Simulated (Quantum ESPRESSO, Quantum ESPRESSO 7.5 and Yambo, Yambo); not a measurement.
# A GW chain in Yambo: InP (F-43m)

How does a plane-wave GW calculation on InP (F-43m) run from the first input to the gap?

Calculated with Quantum ESPRESSO 7.5 and Yambo 5.3.0; PBE and many-body steps on it, plane waves.

The database entry behind the starting cell differs from later determinations by our own check (0.1 to 0.3 % short, probably kX units), so it need not match the best structure at ambient conditions.

### 1. The structure

The structure is cubic, space group F-43m (No. 216). Conventional cell: a = 5.861 Å, b = 5.861 Å, c = 5.861 Å, α = 90.00°, β = 90.00°, γ = 90.00°. Nearest to In lie 4 P at 2.54 Å. P has 4 In at 2.54 Å nearest. Farther neighbours are not listed.

The cell and positions come from the Crystallography Open Database and are kept as given unless a step says otherwise.

### 2. Ground state

This step: Quantum ESPRESSO 7.5; DFT, PBE, plane waves, norm-conserving pseudopotentials.

The ground-state density comes first.

Input file pw.in:

```
&control
  calculation = 'scf'
  prefix = 'x'
  outdir = 'o'
  pseudo_dir = 'pseudo'
/
&system
  ibrav = 0
  nat = 2
  ntyp = 2
  ecutwfc = 62.0
  nbnd = 14
  force_symmorphic = .true.
/
&electrons
  conv_thr = 1e-10
  electron_maxstep = 80
  mixing_beta = 0.5
/
ATOMIC_SPECIES
  In 114.82 In.upf
  P 30.974 P.upf
CELL_PARAMETERS angstrom
  -0.0000000000 2.9305000000 2.9305000000
  2.9305000000 -0.0000000000 2.9305000000
  2.9305000000 2.9305000000 -0.0000000000
ATOMIC_POSITIONS crystal
  In 0.0000000000 0.0000000000 0.0000000000
  P 0.2500000000 0.2500000000 0.2500000000
K_POINTS automatic
  6 6 6 0 0 0
```

Command:

```console
OMP_NUM_THREADS=1 mpirun -n 4 pw.x -nk 4 -in pw.in > pw.out
```

What it wrote:

```text
Program PWSCF v.7.5 starts

     This program is part of the open-source Quantum ESPRESSO suite
     for quantum simulation of materials; please cite
         "P. Giannozzi et al., J. Phys.:Condens. Matter 21 395502 (2009);
         "P. Giannozzi et al., J. Phys.:Condens. Matter 29 465901 (2017);
         "P. Giannozzi et al., J. Chem. Phys. 152 154105 (2020);
     in publications or presentations arising from this work. More details at
     Message from routine setup:
     using ibrav=0 with symmetry is DISCOURAGED, use correct ibrav instead

     G-vector sticks info

     bravais-lattice index     =            0
     lattice parameter (alat)  =       7.8317  a.u.
     unit-cell volume          =     339.6658 (a.u.)^3
     number of atoms/cell      =            2
     number of atomic types    =            2
     number of electrons       =        18.00
     number of Kohn-Sham states=           14
     kinetic-energy cutoff     =      62.0000  Ry
     charge density cutoff     =     248.0000  Ry
     scf convergence threshold =      1.0E-10
     mixing beta               =       0.5000
     number of iterations used =            8  plain     mixing
     Exchange-correlation= PBE
                           (   1   4   3   4   0   0   0)

     celldm(1)=   7.831692  celldm(2)=   0.000000  celldm(3)=   0.000000
     celldm(4)=   0.000000  celldm(5)=   0.000000  celldm(6)=   0.000000

     crystal axes: (cart. coord. in units of alat)
               a(1) = (  -0.000000   0.707107   0.707107 )
               a(2) = (   0.707107  -0.000000   0.707107 )
               a(3) = (   0.707107   0.707107  -0.000000 )

     reciprocal axes: (cart. coord. in units 2 pi/alat)
               b(1) = ( -0.707107  0.707107  0.707107 )
               b(2) = (  0.707107 -0.707107  0.707107 )
               b(3) = (  0.707107  0.707107 -0.707107 )
     Pseudo is Norm-conserving + core correction, Zval = 13.0
     Generated using ONCVPSP code by D. R. Hamann
     Using radial grid of 1964 points,  6 beta functions with:
     Pseudo is Norm-conserving + core correction, Zval =  5.0
     Generated using ONCVPSP code by D. R. Hamann
     Using radial grid of 1298 points,  6 beta functions with:
     In               13.00   114.82000     In( 1.00)
     P                 5.00    30.97400     P ( 1.00)

     24 Sym. Ops. (no inversion) found

   Cartesian axes

     site n.     atom                  positions (alat units)
         1        In     tau(   1) = (   0.0000000   0.0000000   0.0000000  )
         2        P      tau(   2) = (   0.3535534   0.3535534   0.3535534  )

     number of k points=    16
                       cart. coord. in units 2pi/alat
        k(    1) = (   0.0000000   0.0000000   0.0000000), wk =   0.0092593
        k(    2) = (   0.1178511   0.1178511  -0.1178511), wk =   0.0740741
        k(    3) = (   0.2357023   0.2357023  -0.2357023), wk =   0.0740741
        k(    4) = (  -0.3535534  -0.3535534   0.3535534), wk =   0.0370370
        k(    5) = (   0.2357023   0.0000000  -0.0000000), wk =   0.0555556
        k(    6) = (   0.3535534   0.1178511  -0.1178511), wk =   0.2222222
        k(    7) = (  -0.2357023  -0.4714045   0.4714045), wk =   0.2222222
        k(    8) = (  -0.1178511  -0.3535534   0.3535534), wk =   0.2222222
        k(    9) = (   0.0000000  -0.2357023   0.2357023), wk =   0.1111111
        k(   10) = (   0.4714045   0.0000000  -0.0000000), wk =   0.0555556
     [... 4 further rows ...]
        k(   15) = (  -0.1178511  -0.3535534   0.5892557), wk =   0.2222222
        k(   16) = (  -0.7071068   0.2357023   0.0000000), wk =   0.1111111

     Dense  grid:    22227 G-vectors     FFT dimensions: (  40,  40,  40)

     Initial potential from superposition of free atoms

     starting charge      17.9960, renormalised to      18.0000
     Starting wfcs are   13 randomized atomic wfcs +    1 random wfcs

     per-process dynamical memory:    20.0 Mb

     Self-consistent Calculation

     iteration #  1     ecut=    62.00 Ry     beta= 0.50

     Threshold (ethr) on eigenvalues was too large:
     Diagonalizing with lowered threshold

     total energy              =    -146.76261244 Ry
     estimated scf accuracy    <       0.10587311 Ry

     iteration #  2     ecut=    62.00 Ry     beta= 0.50

     total energy              =    -146.78536933 Ry
     estimated scf accuracy    <       0.00677246 Ry

     iteration #  3     ecut=    62.00 Ry     beta= 0.50

     total energy              =    -146.78590362 Ry
     estimated scf accuracy    <       0.00135143 Ry

     iteration #  4     ecut=    62.00 Ry     beta= 0.50

     total energy              =    -146.78596715 Ry
     estimated scf accuracy    <       0.00003317 Ry

     iteration #  5     ecut=    62.00 Ry     beta= 0.50

     total energy              =    -146.78598254 Ry
     estimated scf accuracy    <       0.00000139 Ry

     iteration #  6     ecut=    62.00 Ry     beta= 0.50

     total energy              =    -146.78598310 Ry
     estimated scf accuracy    <       0.00000016 Ry

     iteration #  7     ecut=    62.00 Ry     beta= 0.50

     total energy              =    -146.78598317 Ry
     estimated scf accuracy    <       0.00000001 Ry

     iteration #  8     ecut=    62.00 Ry     beta= 0.50

     total energy              =    -146.78598317 Ry
     estimated scf accuracy    <          2.2E-09 Ry

     iteration #  9     ecut=    62.00 Ry     beta= 0.50

     total energy              =    -146.78598317 Ry
     estimated scf accuracy    <          2.8E-10 Ry

     iteration # 10     ecut=    62.00 Ry     beta= 0.50

     total energy              =    -146.78598317 Ry
     estimated scf accuracy    <          1.2E-10 Ry

     iteration # 11     ecut=    62.00 Ry     beta= 0.50

     End of self-consistent calculation

          k = 0.0000 0.0000 0.0000 (  2741 PWs)   bands (ev):

    -7.0992  -7.0992  -7.0992  -6.9505  -6.9505  -4.3704   7.1482   7.1482
     7.1482   7.8576  11.2364  11.2364  11.2364  15.7344

          k = 0.1179 0.1179-0.1179 (  2788 PWs)   bands (ev):

    -7.1304  -7.0870  -7.0870  -6.9502  -6.9502  -4.0585   4.9628   6.8439
     6.8439   8.9502  11.6486  11.6754  11.6754  15.7533

          k = 0.2357 0.2357-0.2357 (  2812 PWs)   bands (ev):

    -7.1879  -7.0676  -7.0676  -6.9438  -6.9438  -3.2529   2.5805   6.3725
     6.3725   8.8014  12.0130  12.0130  13.4359  16.0653

          k =-0.3536-0.3536 0.3536 (  2788 PWs)   bands (ev):

     [... further k-points ...]

     highest occupied, lowest unoccupied level (ev):     7.1482    7.8576

!    total energy              =    -146.78598317 Ry
     estimated scf accuracy    <          2.3E-12 Ry

     The total energy is the sum of the following terms:
     one-electron contribution =     -49.66077828 Ry
     hartree contribution      =      36.82749686 Ry
     xc contribution           =     -44.23229754 Ry
     ewald contribution        =     -89.72040421 Ry

     convergence has been achieved in  11 iterations

     XML data file, charge density, pseudopotentials, collected wavefunctions

=------------------------------------------------------------------------------=
   JOB DONE.
=------------------------------------------------------------------------------=
```

The job ended after 3.9 s (4 MPI ranks of Arm Neoverse V1, shared host; peak memory 0.22 GiB; 15 s of CPU time).

This step gave:

```yaml
total_energy: -1997.1250 eV
gap: 0.7094 eV
k_of_the_valence_top: 0, 0, 0
k_of_the_conduction_bottom: 0, 0, 0
least_direct_gap: 0.7094 eV
```

The gap is direct, at Γ.

### 3. Bands along the symmetry lines

The cheap functional maps the bands first; the places of the edges decide which points the dearer methods must see.

Input file pw.in:

```
&control
  calculation = 'bands'
  prefix = 'x'
  outdir = 'o'
  pseudo_dir = 'pseudo'
/
&system
  ibrav = 0
  nat = 2
  ntyp = 2
  ecutwfc = 62.0
  nbnd = 15
  force_symmorphic = .true.
/
&electrons
  conv_thr = 1e-9
  electron_maxstep = 80
  diago_full_acc = .true.
  diago_thr_init = 5e-6
/
ATOMIC_SPECIES
  In 114.82 In.upf
  P 30.974 P.upf
CELL_PARAMETERS angstrom
  -0.0000000000 2.9305000000 2.9305000000
  2.9305000000 -0.0000000000 2.9305000000
  2.9305000000 2.9305000000 -0.0000000000
ATOMIC_POSITIONS crystal
  In 0.0000000000 0.0000000000 0.0000000000
  P 0.2500000000 0.2500000000 0.2500000000
K_POINTS crystal
  50
  0.00000000 0.00000000 0.00000000 1
  -0.06250000 -0.06250000 0.00000000 1
  -0.12500000 -0.12500000 0.00000000 1
  -0.18750000 -0.18750000 0.00000000 1
  -0.25000000 -0.25000000 0.00000000 1
  -0.31250000 -0.31250000 0.00000000 1
  -0.37500000 -0.37500000 0.00000000 1
  -0.43750000 -0.43750000 0.00000000 1
  -0.50000000 -0.50000000 0.00000000 1
  -0.48437500 -0.48437500 0.03125000 1
  -0.46875000 -0.46875000 0.06250000 1
  -0.45312500 -0.45312500 0.09375000 1
  -0.43750000 -0.43750000 0.12500000 1
  -0.42187500 -0.42187500 0.15625000 1
  -0.40625000 -0.40625000 0.18750000 1
  -0.39062500 -0.39062500 0.21875000 1
  -0.37500000 -0.37500000 0.25000000 1
  -0.37500000 0.00000000 0.37500000 1
  -0.32812500 0.00000000 0.32812500 1
  -0.28125000 0.00000000 0.28125000 1
  -0.23437500 0.00000000 0.23437500 1
  -0.18750000 0.00000000 0.18750000 1
  -0.14062500 0.00000000 0.14062500 1
  -0.09375000 0.00000000 0.09375000 1
  -0.04687500 0.00000000 0.04687500 1
  0.00000000 0.00000000 0.00000000 1
  0.00000000 0.00000000 0.06250000 1
  0.00000000 0.00000000 0.12500000 1
  0.00000000 0.00000000 0.18750000 1
  0.00000000 0.00000000 0.25000000 1
  0.00000000 0.00000000 0.31250000 1
  0.00000000 0.00000000 0.37500000 1
  0.00000000 0.00000000 0.43750000 1
  -0.00000000 -0.00000000 0.50000000 1
  -0.06250000 -0.03125000 0.46875000 1
  -0.12500000 -0.06250000 0.43750000 1
  -0.18750000 -0.09375000 0.40625000 1
  -0.25000000 -0.12500000 0.37500000 1
  -0.31250000 -0.15625000 0.34375000 1
  -0.37500000 -0.18750000 0.31250000 1
  -0.43750000 -0.21875000 0.28125000 1
  -0.50000000 -0.25000000 0.25000000 1
  -0.50000000 -0.28125000 0.21875000 1
  -0.50000000 -0.31250000 0.18750000 1
  -0.50000000 -0.34375000 0.15625000 1
  -0.50000000 -0.37500000 0.12500000 1
  -0.50000000 -0.40625000 0.09375000 1
  -0.50000000 -0.43750000 0.06250000 1
  -0.50000000 -0.46875000 0.03125000 1
  -0.50000000 -0.50000000 0.00000000 1
```

What it wrote:

```text
[banner, memory and clock lines left out]
Program PWSCF v.7.5 starts

     Atomic positions and unit cell read from directory:
     o/x.save/

     Message from routine setup:
     using ibrav=0 with symmetry is DISCOURAGED, use correct ibrav instead

     G-vector sticks info

     bravais-lattice index     =            0
     lattice parameter (alat)  =       7.8317  a.u.
     unit-cell volume          =     339.6658 (a.u.)^3
     number of atoms/cell      =            2
     number of atomic types    =            2
     number of electrons       =        18.00
     number of Kohn-Sham states=           15
     kinetic-energy cutoff     =      62.0000  Ry
     charge density cutoff     =     248.0000  Ry
     Exchange-correlation= PBE
                           (   1   4   3   4   0   0   0)

     celldm(1)=   7.831692  celldm(2)=   0.000000  celldm(3)=   0.000000
     celldm(4)=   0.000000  celldm(5)=   0.000000  celldm(6)=   0.000000

     crystal axes: (cart. coord. in units of alat)
               a(1) = (  -0.000000   0.707107   0.707107 )
               a(2) = (   0.707107  -0.000000   0.707107 )
               a(3) = (   0.707107   0.707107  -0.000000 )

     reciprocal axes: (cart. coord. in units 2 pi/alat)
               b(1) = ( -0.707107  0.707107  0.707107 )
               b(2) = (  0.707107 -0.707107  0.707107 )
               b(3) = (  0.707107  0.707107 -0.707107 )
     Pseudo is Norm-conserving + core correction, Zval = 13.0
     Generated using ONCVPSP code by D. R. Hamann
     Using radial grid of 1964 points,  6 beta functions with:
     Pseudo is Norm-conserving + core correction, Zval =  5.0
     Generated using ONCVPSP code by D. R. Hamann
     Using radial grid of 1298 points,  6 beta functions with:
     In               13.00   114.82000     In( 1.00)
     P                 5.00    30.97400     P ( 1.00)

     24 Sym. Ops. (no inversion) found

   Cartesian axes

     site n.     atom                  positions (alat units)
         1        In     tau(   1) = (   0.0000000   0.0000000   0.0000000  )
         2        P      tau(   2) = (   0.3535534   0.3535534   0.3535534  )

     number of k points=    50
                       cart. coord. in units 2pi/alat
        k(    1) = (   0.0000000   0.0000000   0.0000000), wk =   0.0400000
        k(    2) = (   0.0000000   0.0000000  -0.0883883), wk =   0.0400000
        k(    3) = (   0.0000000   0.0000000  -0.1767767), wk =   0.0400000
[...]
[... 38 further rows ...]
        k(   49) = (   0.0441942  -0.0000000  -0.7071068), wk =   0.0400000
        k(   50) = (   0.0000000   0.0000000  -0.7071068), wk =   0.0400000

     Dense  grid:    22227 G-vectors     FFT dimensions: (  40,  40,  40)

     The potential is recalculated from file :
     o/x.save/charge-density

     Starting wfcs are   13 randomized atomic wfcs +    2 random wfcs

     Band Structure Calculation

     End of band structure calculation

          k = 0.0000 0.0000 0.0000 (  2741 PWs)   bands (ev):

    -7.0992  -7.0992  -7.0992  -6.9505  -6.9505  -4.3704   7.1482   7.1482
     7.1482   7.8576  11.2364  11.2364  11.2364  15.7344  16.5605

          k = 0.0000 0.0000-0.0884 (  2754 PWs)   bands (ev):

    -7.1078  -7.0954  -7.0954  -6.9521  -6.9491  -4.3105   6.4994   6.9995
     6.9995   8.4980  11.0438  11.4390  11.4390  15.9221  16.0895

          k = 0.0000 0.0000-0.1768 (  2782 PWs)   bands (ev):

    -7.1313  -7.0848  -7.0848  -6.9566  -6.9455  -4.1341   5.6012   6.6322
     6.6322   9.3360  10.6008  11.9689  11.9689  14.9495  16.7078

          k =-0.0000 0.0000-0.2652 (  2790 PWs)   bands (ev):

[...]
k = 0.0000 0.0000-0.3536 (  2826 PWs)   bands (ev):

[...]
k = 0.0000-0.0000-0.4419 (  2810 PWs)   bands (ev):

[...]
k =-0.0000 0.0000-0.5303 (  2810 PWs)   bands (ev):

[...]
k = 0.0000-0.0000-0.6187 (  2814 PWs)   bands (ev):

[...]
k = 0.5303-0.0000-0.5303 (  2810 PWs)   bands (ev):

[...]
k = 0.0000 0.0000 0.0000 (  2741 PWs)   bands (ev):

[...]
k = 0.1326 0.0000-0.7071 (  2806 PWs)   bands (ev):

[...]
k = 0.0884-0.0000-0.7071 (  2806 PWs)   bands (ev):

[...]
k = 0.0442-0.0000-0.7071 (  2794 PWs)   bands (ev):

    -7.2800  -7.0017  -6.9972  -6.9945  -6.9164  -1.9966   1.3993   4.8012
     4.8012   8.9738   9.4706  16.1910  16.5265  16.8414  18.0213

          k = 0.0000 0.0000-0.7071 (  2778 PWs)   bands (ev):

    -7.2811  -7.0012  -6.9955  -6.9955  -6.9157  -1.9995   1.3941   4.8285
     4.8285   8.9086   9.4113  16.3837  16.7275  16.7276  17.9493

     XML data file, pseudopotentials, collected wavefunctions
```

Wall time 3.9 s (4 MPI ranks); peak memory 0.2 GiB; 15 s of CPU time.

Numbers from this step:

```
gap                        : 0.7094 eV
k of the valence top       : 0, 0, 0
k of the conduction bottom : 0, 0, 0
least direct gap           : 0.7094 eV
```

The gap is 0.709 eV, as in the run before at this level.

Electronic bands along the path, in eV, zero at the top of the highest filled band:

```
    point  band 6  band 7  band 8  band 9  band 10  band 11  band 12  band 13
        Γ  -11.52    0.00    0.00    0.00     0.71     4.09     4.09     4.09
  halfway  -10.62   -3.34   -1.41   -1.41     2.48     3.14     6.38     6.38
        X   -9.15   -5.75   -2.32   -2.32     1.76     2.26     9.24     9.58
  halfway   -9.13   -5.71   -2.75   -2.22     2.04     2.87     8.40     8.71
        U   -9.16   -5.61   -3.30   -1.94     2.36     4.39     7.52     7.55
jump to K   -9.16   -5.61   -3.30   -1.94     2.36     4.39     7.52     7.55
  halfway  -10.54   -3.80   -2.01   -0.57     2.84     4.69     4.99     5.22
        Γ  -11.52    0.00    0.00    0.00     0.71     4.09     4.09     4.09
  halfway  -10.84   -3.44   -0.56   -0.56     1.79     4.79     4.79     5.33
        L   -9.80   -5.73   -0.97   -0.97     1.50     4.80     4.80     7.12
  halfway   -9.48   -5.55   -2.69   -1.63     3.17     4.19     5.89     7.23
        W   -9.07   -5.60   -2.95   -2.91     4.30     4.38     5.57     6.21
  halfway   -9.11   -5.68   -2.65   -2.64     2.69     3.10     7.66     7.75
        X   -9.15   -5.75   -2.32   -2.32     1.76     2.26     9.24     9.58
```

The electronic bands as a text plot (rows in eV, shown from -8.0 to 6.7 only):

```
    6.4 |     ++            ++                 +         ++++
    5.8 |    +              ++               ++      ++++ ++
    5.2 |                  ++++++++         +     +++    +
    4.6 | +++             +     ++++++   +++++++++++++  +++
    4.0 |++              +       ++++++++++           ++++ ++
    3.3 |  ++ ++        +                             ++    ++
    2.7 |    ++++++    +   ++++++++                  +       +++
    2.1 |  ++   +++++++++++        ++      +        +         +++
    1.5 | +        +++               +   ++ ++++++++
    0.9 |+                            +++
    0.3 |*                           ***
   -0.3 | ***                   ******  *****
   -1.0 | *  *                **   ***       ********
   -1.6 |  ** ****         ***   ****    **         ***
   -2.2 |    *    *********     *                    * **      **
   -2.8 |              **     ** **        *          ** ******
   -3.4 |     **         *****              *           **
   -4.0 |       **              *            **
   -4.6 |                     **
   -5.2 |         ***      ***                 **     ***
   -5.9 |            ******                      *****   ********
   -6.5 |
   -7.1 |
   -7.7 |
         Γ           X  U|K            Γ         L        W     X
```

[end of part 1 of 3]

[Paths, hosts, dates, memory and timing lines, banners, echoed tables and standing remarks are left out of the program output.]

[Logs are printed without paths, hosts, clocks, repeated set-up lines and the standing remarks that a program may print on its own settings, such as how far it seeks lower states.]

[Runs of the session that timed out or met a known fault of the program may be left out.]

[Hosts, paths, dates, database ids (printed as entryN), source tags and the programs' standing remarks are cut or masked in the printed files.]
